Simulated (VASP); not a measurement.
# Hf (Im-3m) in VASP: further runs

The runs below take Hf through relaxation of cell and atoms, with PBEsol.

All numbers are computed with VASP 6.6.1; they aren't measurements. Logs are shortened: lines on timing, memory, paths and dates and some standing lists are left out, and cuts for length are marked.

**1. Starting point**

The structure is cubic, space group Im-3m (No. 229). Conventional cell: a = 3.160 Å, b = 3.160 Å, c = 3.160 Å, α = 90.00°, β = 90.00°, γ = 90.00°. Hf (site symmetry m-3m) is surrounded by 8 Hf at 2.74 Å.

This isn't the form of Hf at room conditions, which is hcp.

**2. Relaxation of cell and atoms, PBEsol, target pressure 75 GPa, at which the enthalpy is minimised**

The input, INCAR:

```
SYSTEM = Hf
PREC = Accurate
ENCUT = 250
EDIFF = 1E-7
ISMEAR = 0
SIGMA = 0.1
LREAL = .FALSE.
LASPH = .TRUE.
NELM = 80
ALGO = Fast
ISIF = 3
LWAVE = .FALSE.
LCHARG = .FALSE.
GGA = PS
IBRION = 2
NSW = 80
EDIFFG = -0.002
PSTRESS = 750.0
```

The input, KPOINTS:

```
Automatic mesh
0
G
  16 16 16
  0 0 0
```

The input, POSCAR:

```
Hf                                      
1.0
   -1.5801917539      1.5801917539      1.5801917539
    1.5801917539     -1.5801917539      1.5801917539
    1.5801917539      1.5801917539     -1.5801917539
  Hf            
     1
Direct
     0.0000000000000000    0.0000000000000000    0.0000000000000000
```

Potentials or basis: VASP PAW PBE potentials, release 64 (Hf_pv).

Run with:

```
cat potpaw_PBE.64/Hf_pv/POTCAR > POTCAR
mpirun -np 1 vasp_std > vasp.out
```

OUTCAR:

```text
SYSTEM = Hf
   PREC = Accurate
   ENCUT = 250
   EDIFF = 1E-7
   ISMEAR = 0
   LREAL = .FALSE.
   LASPH = .TRUE.
   NELM = 80
   ISIF = 3
   GGA = PS
   IBRION = 2
   NSW = 80
   EDIFFG = -0.002
   PSTRESS = 750.0

 ion  position               nearest neighbor table
   1  0.000  0.000  0.000-

  LATTYP: Found a body centered cubic cell.
 ALAT       =     3.1603835078

  Lattice vectors:

 A1 = (  -1.5801917539,   1.5801917539,   1.5801917539)
 A2 = (   1.5801917539,  -1.5801917539,   1.5801917539)
 A3 = (   1.5801917539,   1.5801917539,  -1.5801917539)

Analysis of symmetry for initial positions (statically):
=====================================================================
 Subroutine PRICEL returns:
 Original cell was already a primitive cell.

 Routine SETGRP: Setting up the symmetry group for a
 body centered cubic supercell.

 Subroutine GETGRP returns: Found 48 space group operations
 (whereof 48 operations were pure point group operations)
 out of a pool of 48 trial point group operations.

The static configuration has the point symmetry O_h .

Analysis of symmetry for dynamics (positions and initial velocities):
=====================================================================
 Subroutine PRICEL returns:
 Original cell was already a primitive cell.

 Routine SETGRP: Setting up the symmetry group for a
 body centered cubic supercell.

 Subroutine GETGRP returns: Found 48 space group operations
 (whereof 48 operations were pure point group operations)
 out of a pool of 48 trial point group operations.

The dynamic configuration has the point symmetry O_h .

 Subroutine INISYM returns: Found 48 space group operations
 (whereof 48 operations are pure point group operations),
 and found     1 'primitive' translations

----------------------------------------------------------------------------------------

                                     Primitive cell

  volume of cell :      15.7830

  direct lattice vectors                    reciprocal lattice vectors
    -1.580191754  1.580191754  1.580191754     0.000000000  0.316417295  0.316417295
     1.580191754 -1.580191754  1.580191754     0.316417295  0.000000000  0.316417295
     1.580191754  1.580191754 -1.580191754     0.316417295  0.316417295  0.000000000

  length of vectors
     2.736972403  2.736972403  2.736972403     0.447481630  0.447481630  0.447481630

  position of ions in fractional coordinates (direct lattice)
     0.000000000  0.000000000  0.000000000

  ion indices of the primitive-cell ions
   primitive index   ion index
                 1           1

----------------------------------------------------------------------------------------

 KPOINTS: Automatic mesh

Automatic generation of k-mesh.
 Grid dimensions read from file:
 generate k-points for:   16   16   16

 Generating k-lattice:

  Cartesian coordinates                     Fractional coordinates (reciprocal lattice)
     0.000000000  0.019776081  0.019776081     0.062500000  0.000000000  0.000000000
     0.019776081  0.000000000  0.019776081     0.000000000  0.062500000  0.000000000
     0.019776081  0.019776081  0.000000000     0.000000000  0.000000000  0.062500000

  Length of vectors
     0.027967602  0.027967602  0.027967602

  Shift w.r.t. Gamma in fractional coordinates (k-lattice)
     0.000000000  0.000000000  0.000000000

 Subroutine IBZKPT returns following result:
 ===========================================

 Found    145 irreducible k-points:

 Following reciprocal coordinates:
            Coordinates               Weight
  0.000000  0.000000  0.000000      1.000000
  0.062500  0.000000  0.000000     12.000000
  0.125000  0.000000  0.000000     12.000000
  0.187500  0.000000  0.000000     12.000000
  0.250000  0.000000  0.000000     12.000000
  0.312500  0.000000  0.000000     12.000000
[... 16 lines left out ...]
  0.187500  0.187500  0.000000     24.000000
  0.250000  0.187500  0.000000     48.000000
 [... further k-points ...]
   k-points           NKPTS =    145   k-points in BZ     NKDIM =    145   number of bands    NBANDS=      9
   number of dos      NEDOS =    301   number of ions     NIONS =      1
   total plane-waves  NPLWV =   2744
   dimension x,y,z NGX =    14 NGY =   14 NGZ =   14
   dimension x,y,z NGXF=    28 NGYF=   28 NGZF=   28
   ions per type =               1
   NGX,Y,Z   is equivalent  to a cutoff of   8.50,  8.50,  8.50 a.u.
   NGXF,Y,Z  is equivalent  to a cutoff of  17.01, 17.01, 17.01 a.u.
 SYSTEM =  Hf
   PREC   = accura    normal or accurate (medium, high low for compatibility)
   ISTART =      0    job   : 0-new  1-cont  2-samecut
   ICHARG =      2    charge: 1-file 2-atom 10-const
   ISPIN  =      1    spin polarized calculation?
   LNONCOLLINEAR =      F non collinear calculations
   LSORBIT =      F    spin-orbit coupling
   LASPH  =      T    aspherical Exc in radial PAW
   ENCUT  =  250.0 eV  18.37 Ry    4.29 a.u.   3.53  3.53  3.53*2*pi/ulx,y,z
   NELM   =     80;   NELMIN=  2; NELMDL= -5     # of ELM steps
   EDIFF  = 0.1E-06   stopping-criterion for ELM
   LREAL  =      F    real-space projection
   EDIFFG = -.2E-02   stopping-criterion for IOM
   NSW    =     80    number of steps for IOM
   IBRION =      2    ionic relax: 0-MD 1-quasi-New 2-CG
   NFREE  =      1    steps in history (QN), initial steepest desc. (CG)
   ISIF   =      3    stress and relaxation
   ISYM   =      2    0-nonsym 1-usesym 2-fastsym
   POTIM  = 0.5000    time-step for ionic-motion
   TEBEG  =    0.0;   TEEND  =   0.0 temperature during run
   PSTRESS=  750.0 pullay stress
   NELECT =      10.0000    total number of electrons
   NUPDOWN=      -1.0000    fix difference up-down
   EMIN   =  10.00;   EMAX   =-10.00  energy-range for DOS
   EFERMI =   0.00;   METHOD = LEGACY
   ISMEAR =     0;   SIGMA  =   0.10  broadening in eV -4-tet -1-fermi 0-gaus
   EFERMI_NEDOS =   21; number of points for ismear=-14 and -15
   IALGO  =     68    algorithm
   IMIX   =      4    mixing-type and parameters
     AMIX     =   0.40;   BMIX     =  1.00
     AMIX_MAG =   1.60;   BMIX_MAG =  1.00
  volume/ion in A,a.u.               =      15.78       106.51
  Fermi-wavevector in a.u.,A,eV,Ry     =   1.406085  2.657116 26.899755  1.977076
  Thomas-Fermi vector in A             =   2.528481
   LORBIT       =      0    0 simple, 1 ext, 2 COOP (PROOUT), +10 PAW based schemes
   GGA     = PS    functional components
   LHFCALC =     F    Hartree Fock is set to
   AEXX    =    0.0000 exact exchange contribution
   IVDW    =     0    specifies the selected vdW correction
   LEPSILON=     F    determine dielectric tensor
   LRPA    =     F    only Hartree local field effects (RPA)
 conjugate gradient relaxation of ions
 non-spin polarized calculation
 RMM-DIIS sequential band-by-band and
 Gauss-broadening in eV      SIGMA  =   0.10
  energy-cutoff  :      250.00
  volume of cell :       15.78
 maximum number of plane-waves:       150
   NGX =  7   NGY =  7   NGZ =  7

--------------------------------------- Ionic step        1  -------------------------------------------

 number of electron      10.0000000 magnetization

 number of electron       9.9999982 magnetization

 Free energy of the ion-electron system (eV)
  ---------------------------------------------------
  ext. energy  EPLUGINS =         0.00000000
  ---------------------------------------------------
  free energy    TOTEN  =        -9.63110685 eV

  energy without entropy =       -9.62622170  energy(sigma->0) =       -9.62866428

------------------------ aborting loop because EDIFF is reached ----------------------------------------

  FORCE on cell =-STRESS in cart. coord.  units (eV):
  Direction    XX          YY          ZZ          XY          YZ          ZX
  --------------------------------------------------------------------------------------
  -------------------------------------------------------------------------------------
  Total        4.9259755      4.9259755      4.9259755      0.0000000      0.0000000     -0.0000000
  in kB      500.0500368    500.0500368    500.0500368      0.0000000      0.0000000     -0.0000000
  external PRESSURE =    -249.9499632 kB  Pullay stress =     750.0000000 kB
[... 22 lines left out ...]
  enthalpy is  TOTEN    =        -2.2428829959 eV   P V=        7.3882238571

--------------------------------------- Ionic step        2  -------------------------------------------

 number of electron       9.9999991 magnetization

 E-fermi :  10.6837     XC(G=0): -15.1990

 val. band max:       10.6770284983   @ k =   0.1875   0.1250   0.0625
 cond. band min:      10.7393779979   @ k =   0.1250   0.0625   0.0000
 fundamental gap:      0.0623494996
 Fermi energy:        10.6837376419

 k-point     1 :       0.0000    0.0000    0.0000
  band No.  band energies     occupation
      1     -16.2053      2.00000
      2     -16.2053      2.00000
      3     -16.2053      2.00000
      4       2.9315      2.00000
      5      12.1127      0.00000
      6      12.1127      0.00000
      7      12.1127      0.00000
      8      17.5694      0.00000
      9      17.5694      0.00000
[... 384 lines left out ...]
  enthalpy is  TOTEN    =        -2.3517214416 eV   P V=        6.7936812817

--------------------------------------- Ionic step        5  -------------------------------------------

 number of electron      10.0000013 magnetization

 Free energy of the ion-electron system (eV)
  ---------------------------------------------------
  ext. energy  EPLUGINS =         0.00000000
  ---------------------------------------------------
  free energy    TOTEN  =        -9.12699414 eV

  energy without entropy =       -9.12350312  energy(sigma->0) =       -9.12524863

 E-fermi :   7.8515     XC(G=0): -13.5502

 val. band max:        7.8168339896   @ k =   0.1875   0.1250  -0.0000
 cond. band min:       7.8704019800   @ k =  -0.3125   0.3125   0.1250
 fundamental gap:      0.0535679904
 Fermi energy:         7.8514508650

 k-point     1 :       0.0000    0.0000    0.0000
  band No.  band energies     occupation
      1     -20.2804      2.00000
      2     -20.2804      2.00000
      3     -20.2804      2.00000
      4      -0.2864      2.00000
      5       9.4441      0.00000
      6       9.4441      0.00000
      7       9.4441      0.00000
      8      13.6866      0.00000
      9      13.6866      0.00000
[... 304 lines left out ...]
  FREE ENERGIE OF THE ION-ELECTRON SYSTEM (eV)
  ---------------------------------------------------
  free  energy   TOTEN  =        -9.1269941402 eV

  energy  without entropy=       -9.1235031242  energy(sigma->0) =       -9.12524863

  enthalpy is  TOTEN    =        -2.3518361964 eV   P V=        6.7751579438

 reached required accuracy - stopping structural energy minimisation
```

Wall time 18 s (1 thread of Intel Xeon Platinum 8488C (Sapphire Rapids), shared host); peak memory 0.12 GiB.

These settings aren't checked as converged: the numbers below hold their error.

Results:

| Quantity | Value |
| --- | --- |
| Free energy | -9.1270 eV |
| Relaxed volume | 14.47 Å³/atom |
| Relaxed cell | a = 2.659 Å, b = 2.659 Å, c = 2.659 Å, α = 109.47°, β = 109.47°, γ = 109.47° |
| Space group after relaxing (to 0.05 Å) | Im-3m (No. 229) |
| Energy change on relaxing (the enthalpy is what falls) | +504.1 meV/atom |
| Ionic steps | 5 |
| Band gap on the k mesh | none (metal or under the smearing width) |

Caveat: the cutoff is under 1.25 times the usual one of these potentials, so pressure, stress and relaxed cells hold a basis-set (Pulay) error; the cell is relaxed towards a set pressure, so the enthalpy falls and the energy may rise; the PAW data sets were made with another functional, which shifts forces and pressure a little.

(Part 1 of 2 ends here.)
